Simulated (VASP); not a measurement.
## A vacancy on the Au site in ZnAu

Wanted: what a vacancy on the Au site costs in ZnAu and how the lattice relaxes round it. The start is a cell from a database of measured crystal structures.

Calculated with VASP 6.6.1; PBE; plane waves and PAW (Au, Zn), in the first sound run; inputs show where later runs differ.

### Step 1. The host crystal

Symmetry: Pm-3m, No. 221, cubic system. Conventional cell: a = 3.147 Å, b = 3.147 Å, c = 3.147 Å, α = 90.00°, β = 90.00°, γ = 90.00°. Nearest to Au lie 8 Zn at 2.73 Å. Nearest to Zn lie 8 Au at 2.73 Å. Farther neighbours are not listed.

### Step 2. The host at zero pressure

The later steps need the crystal at this functional's own lattice; a raised cutoff keeps the stress reliable while the cell changes.

Input file INCAR:

```
SYSTEM = ZnAu
PREC = Accurate
ENCUT = 360
EDIFF = 1E-06
NELM = 120
ISMEAR = 1
SIGMA = 0.15
LREAL = .FALSE.
ALGO = Normal
GGA = PE
NBANDS = 17
LASPH = .TRUE.
LORBIT = 11
LWAVE = .FALSE.
LCHARG = .FALSE.
KPAR = 4
IBRION = 2
NSW = 40
ISIF = 3
EDIFFG = -0.02
POTIM = 0.4
```

Input file POSCAR:

```
ZnAu
1.0
    3.1470000000      0.0000000000      0.0000000000
    0.0000000000      3.1470000000      0.0000000000
    0.0000000000      0.0000000000      3.1470000000
Au Zn
1 1
Direct
    0.0000000000      0.0000000000      0.0000000000
    0.5000000000      0.5000000000      0.5000000000
```

Input file KPOINTS:

```
Automatic mesh
0
Gamma
10 10 10
0 0 0
```

PAW data sets: Au and Zn (PBE family, release 64).

Started as:

```console
$ mpirun -np 4 vasp_std
```

Output:

```text
[banner, memory and clock lines left out]
running    4 mpi-ranks, on    1 nodes
 distrk:  each k-point on    1 cores,    4 groups
 distr:  one band on    1 cores,    1 groups

 POSCAR found type information on POSCAR AuZn
 POSCAR found :  2 types and       2 ions
 LDA part: xc-table for (Slater+PW92), standard interpolation
 POSCAR, INCAR and KPOINTS ok, starting setup
 FFT: planning ... GRIDC
 FFT: planning ... GRID_SOFT
 FFT: planning ... GRID
 WAVECAR not read
 entering main loop
       N       E                     dE             d eps       ncg     rms          rms(c)
DAV:   1     0.103740824037E+03    0.10374E+03   -0.94257E+03  1960   0.136E+03
DAV:   2    -0.172704492349E+01   -0.10547E+03   -0.10144E+03  1995   0.267E+02
DAV:   3    -0.516438471196E+01   -0.34373E+01   -0.34212E+01  2080   0.569E+01
DAV:   4    -0.519093009172E+01   -0.26545E-01   -0.26541E-01  2227   0.438E+00
DAV:   5    -0.519122350368E+01   -0.29341E-03   -0.29341E-03  2080   0.480E-01    0.852E+00
DAV:   6    -0.476645827599E+01    0.42477E+00   -0.12749E+00  2022   0.125E+01    0.537E+00
DAV:   7    -0.473959190364E+01    0.26866E-01   -0.31990E-02  2507   0.398E+00    0.285E+00
DAV:   8    -0.473120036431E+01    0.83915E-02   -0.99900E-03  2033   0.104E+00    0.157E-01
DAV:   9    -0.473119486270E+01    0.55016E-05   -0.29264E-04  2371   0.313E-01    0.747E-02
DAV:  10    -0.473120518724E+01   -0.10325E-04   -0.41257E-05  2101   0.674E-02    0.194E-02
DAV:  11    -0.473120610506E+01   -0.91782E-06   -0.23514E-06  1790   0.246E-02
   1 F= -.47312061E+01 E0= -.47312012E+01  d E =-.473121E+01
 curvature:   0.00 expect dE= 0.000E+00 dE for cont linesearch  0.000E+00
 trial: gam= 0.00000 g(F)=  0.000E+00 g(S)=  0.384E-01 ort = 0.000E+00 (trialstep = 0.100E+01)
 search vector abs. value=  0.384E-01
 bond charge predicted
       N       E                     dE             d eps       ncg     rms          rms(c)
DAV:   1    -0.538373589469E+01   -0.65253E+00   -0.87094E+00  1975   0.521E+01    0.545E+00
DAV:   2    -0.479235699104E+01    0.59138E+00   -0.16204E+00  2136   0.222E+01    0.206E+00
DAV:   3    -0.475433291126E+01    0.38024E-01   -0.60913E-02  2219   0.285E+00    0.138E+00
DAV:   4    -0.474191652057E+01    0.12416E-01   -0.10637E-02  2625   0.201E+00    0.159E-01
DAV:   5    -0.474144224555E+01    0.47428E-03   -0.20259E-03  1999   0.559E-01    0.417E-02
DAV:   6    -0.474145440224E+01   -0.12157E-04   -0.10479E-04  2073   0.912E-02    0.190E-02
DAV:   7    -0.474145681451E+01   -0.24123E-05   -0.18266E-05  2534   0.727E-02    0.182E-03
DAV:   8    -0.474145704167E+01   -0.22716E-06   -0.13903E-06  1221   0.135E-02
   2 F= -.47414570E+01 E0= -.47412824E+01  d E =-.102509E-01
 trial-energy change:   -0.010251  1 .order   -0.011073   -0.038448    0.016303
 step:   0.6827(harm=  0.7022)  dis= 0.00000  next Energy=    -4.744069 (dE=-0.129E-01)
 bond charge predicted
       N       E                     dE             d eps       ncg     rms          rms(c)
DAV:   1    -0.481064726003E+01   -0.69190E-01   -0.86696E-01  2002   0.154E+01    0.172E+00
DAV:   2    -0.474869793860E+01    0.61949E-01   -0.18365E-01  2148   0.934E+00    0.569E-01
DAV:   3    -0.474532968013E+01    0.33683E-02   -0.62093E-03  1913   0.777E-01    0.376E-01
DAV:   4    -0.474426345382E+01    0.10662E-02   -0.53290E-04  2725   0.710E-01    0.125E-01
DAV:   5    -0.474408930705E+01    0.17415E-03   -0.20216E-04  2118   0.152E-01    0.127E-02
DAV:   6    -0.474408912081E+01    0.18624E-06   -0.15374E-05  2069   0.530E-02    0.611E-03
DAV:   7    -0.474408895459E+01    0.16622E-06   -0.52075E-07  1016   0.323E-02
   3 F= -.47440890E+01 E0= -.47440044E+01  d E =-.128828E-01
 curvature:  -0.35 expect dE=-0.356E-05 dE for cont linesearch -0.356E-05
 trial: gam=-0.01602 g(F)=  0.143E-64 g(S)=  0.102E-04 ort = 0.626E-03 (trialstep = 0.937E+00)
 search vector abs. value=  0.280E-08
 reached required accuracy - stopping structural energy minimisation
```

Elapsed: 6.8 s, on 4 MPI ranks of Intel Xeon 6975P-C (Granite Rapids), shared host; peak memory 0.55 GiB.

Lines that name or quote the potential files are left out of all logs, and their timing lines are given in words.

From OUTCAR (step 2):

```text
ion  position               nearest neighbor table
   1  0.000  0.000  0.000-   2 2.73   2 2.73   2 2.73   2 2.73   2 2.73   2 2.73   2 2.73   2 2.73

  LATTYP: Found a simple cubic cell.
 ALAT       =     3.1470000000

 Subroutine GETGRP returns: Found 48 space group operations
 (whereof 48 operations were pure point group operations)

The static configuration has the point symmetry O_h .

 Found     56 irreducible k-points:

   k-points           NKPTS =     56   k-points in BZ     NKDIM =     56   number of bands    NBANDS=     17

   dimension x,y,z NGX =    20 NGY =   20 NGZ =   20
   dimension x,y,z NGXF=    40 NGYF=   40 NGZF=   40

   ENCUT  =  360.0 eV  26.46 Ry    5.14 a.u.   4.87  4.87  4.87*2*pi/ulx,y,z

   NELECT =      23.0000    total number of electrons

 k-points in reciprocal lattice and weights: Automatic mesh
   0.00000000  0.00000000  0.00000000       0.001
   0.10000000  0.00000000  0.00000000       0.006
   0.20000000  0.00000000  0.00000000       0.006
   0.30000000  0.00000000  0.00000000       0.006
   0.40000000  0.00000000  0.00000000       0.006
   0.50000000  0.00000000  0.00000000       0.003
   0.10000000  0.10000000  0.00000000       0.012
   0.20000000  0.10000000  0.00000000       0.024
   0.30000000  0.10000000  0.00000000       0.024
[...]
0.50000000  0.50000000  0.40000000       0.006
   0.50000000  0.50000000  0.50000000       0.001

 average (electrostatic) potential at core
       1 -67.5310       2 -33.1381

 E-fermi :   6.7038

 k-point     1 :       0.0000    0.0000    0.0000
  band No.  band energies     occupation
    ...
      7       1.3944      2.00000
      8       1.3944      2.00000
      9       3.0098      2.00000
     10       3.0098      2.00000
     11       3.0098      2.00000
     12      11.6566      0.00000
     13      11.6566      0.00000
     14      11.6566      0.00000
     15      15.1567      0.00000
     16      18.6164      0.00000
    ...

 k-point     2 :       0.1000    0.0000    0.0000
  band No.  band energies     occupation
    ...
      7       1.3700      2.00000
      8       1.4420      2.00000
      9       2.8869      2.00000
     10       2.8869      2.00000
     11       2.9968      2.00000
     12      10.3611      0.00000
     13      11.9748      0.00000
     14      11.9748      0.00000
     15      15.9116      0.00000
     16      18.4558      0.00000
    ...

 k-point     3 :       0.2000    0.0000    0.0000
  band No.  band energies     occupation
    ...
      7       1.3024      2.00000
      8       1.5645      2.00000
      9       2.5880      2.00000
     10       2.5880      2.00000
     11       2.9631      2.00000
     12       8.2255     -0.00000
     13      12.8605      0.00000
     14      12.8605      0.00000
     15      16.5361      0.00000
     16      18.0489      0.00000
    ...

  Total        0.0132711      0.0132711      0.0132711      0.0000000      0.0000000     -0.0000000
  in kB        0.6607113      0.6607113      0.6607113      0.0000000      0.0000000     -0.0000000
  external PRESSURE =       0.6607113 kB  Pullay stress =       0.0000000 kB

  energy-cutoff  :      360.00
  volume of cell :       32.18
      direct lattice vectors                 reciprocal lattice vectors
     3.180788553  0.000000000 -0.000000000     0.314387449 -0.000000000 -0.000000000
     0.000000000  3.180788553 -0.000000000    -0.000000000  0.314387449 -0.000000000
     0.000000000  0.000000000  3.180788553     0.000000000  0.000000000  0.314387449

 POSITION                                       TOTAL-FORCE (eV/Angst)
 -----------------------------------------------------------------------------------
      0.00000      0.00000      0.00000        -0.000000      0.000000      0.000000
      1.59039      1.59039      1.59039         0.000000     -0.000000      0.000000
 -----------------------------------------------------------------------------------
    total drift:                               -0.000000      0.000000     -0.000000

  FREE ENERGIE OF THE ION-ELECTRON SYSTEM (eV)
  ---------------------------------------------------
  free  energy   TOTEN  =        -4.7440889546 eV

  energy  without entropy=       -4.7438352063  energy(sigma->0) =       -4.74400437

 reached required accuracy - stopping structural energy minimisation

 total charge
# of ion       s       p       d       tot
------------------------------------------
    1        0.616   0.371   8.704   9.691
    2        0.517   0.424   9.761  10.702
--------------------------------------------------
tot          1.133   0.795  18.465  20.393

[... 3 further parts left out ...]
```

CONTCAR:

```
ZnAu
   1.00000000000000
     3.1807885531005242    0.0000000000000000   -0.0000000000000000
     0.0000000000000000    3.1807885531005242   -0.0000000000000000
     0.0000000000000000    0.0000000000000000    3.1807885531005242
  Au              Zn
     1     1
Direct
     0.0000000000000000    0.0000000000000000    0.0000000000000000
     0.5000000000000000    0.5000000000000000    0.5000000000000000
```

This run has no spin polarisation. Its electron count is odd, so without a moment it is a metal by construction. The run keeps the 48 symmetry operations of its start, so it cannot find a distortion of lower symmetry.

Relaxation path:

| step | energy less that of the first step (eV) | largest force (eV/Å) | pressure (GPa) | volume (Å³) |
| --- | --- | --- | --- | --- |
| 1 | 0.0000 | 0.0000 | 4.19 | 31.17 |
| 2 | -0.0103 | 0.0000 | -1.70 | 32.66 |
| 3 | -0.0129 | 0.0000 | 0.07 | 32.18 |

| conventional cell, symmetrised | before | after | change |
| --- | --- | --- | --- |
| a (Å) | 3.147 | 3.181 | +1.1 % |
| b (Å) | 3.147 | 3.181 | +1.1 % |
| c (Å) | 3.147 | 3.181 | +1.1 % |
| volume (Å³/atom) | 15.58 | 16.09 | +3.3 % |

Final coordinates:

```
Au Zn
1.0
     3.18079    0.00000    0.00000
     0.00000    3.18079    0.00000
     0.00000    0.00000    3.18079
Au Zn
1 1
Direct
  0.00000 0.00000 0.00000
  0.50000 0.50000 0.50000
```

Numbers from this step:

```yaml
electronic_cycles: 26
electrons: 23
free_energy_toten: -4.744 eV
energy_at_zero_smearing: -4.744 eV
fermi_energy: 6.704 eV
labelled_metallic_from_the_levels_on_this_mesh: yes
```

The run ended after 3 ionic steps, 0.013 eV below its first step, once forces and stress met EDIFFG = -0.02.

(Continued in part 2 of 4.)

[Lines on the potential files, build, host, timing and source positions are cut from VASP's logs without a mark.]

[Logs are printed without paths, hosts, clocks, repeated set-up lines and the standing remarks that a program may print on its own settings, such as how far it seeks lower states.]

[Hosts, paths, dates, database ids (printed as entryN), source tags and the programs' standing remarks are cut or masked in the printed files.]

[In band tables of VASP the shares of atoms and orbitals are scaled to a sum of 1 inside the atoms' spheres.]

[Runs that stopped without an error message from VASP are left out.]
